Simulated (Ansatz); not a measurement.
Runs of Ansatz 0.2.0 on BaTiO3 (Barioperovskite). It takes space group Amm2 (No. 38, orthorhombic). The conventional cell has a = 3.986 Å, b = 5.674 Å, c = 5.690 Å, α = 90.00°, β = 90.00°, γ = 90.00°. Ba (site symmetry mm2) is surrounded by 12 O at 2.77 to 2.92 Å. Around Ti (site symmetry mm2) lie 6 O at 1.93 to 2.09 Å. Around O (site symmetry m) lie 2 Ti at 1.93 to 2.09 Å. O (site symmetry mm2) has 2 Ti at 2.00 Å as nearest neighbours. 

```tsv
level	gap on the mesh (eV)	pressure (GPa)	relaxed volume (Å³/atom)
PBEsol+D3(BJ)-ATM	2.13	0.0	12.39
PBEsol+D4	2.18	0.0	(b)
PBEsol+D3(BJ)	2.11	0.0	(a)
PBEsol	2.23	0.0	12.69
```

Alike in all rows: task relaxation of cell and atoms; potentials or basis Ansatz PAW; no spin polarisation; cell relaxed; k mesh 7 × 7 × 7; cutoff (eV) 420; smearing fermi-dirac 0.05 eV.

Problem. Fill in the values left out.

Solution. (a) 12.35; (b) 12.51.

Caveats: odd divisions of the mesh miss points on the zone boundary, where band edges often lie, so the gap on the mesh can be too wide; the plane-wave basis is chosen anew once the cell has moved, so the energies of steps on either side of that aren't comparable; spin-orbit coupling is left out, which moves the levels of the heavy elements; the PAW data sets come from PBE, with cores solved anew for the run's functional, which leaves a small shift of forces and pressure.

A k mesh can miss the band edges, and the runs leave out spin-orbit coupling on Ba.
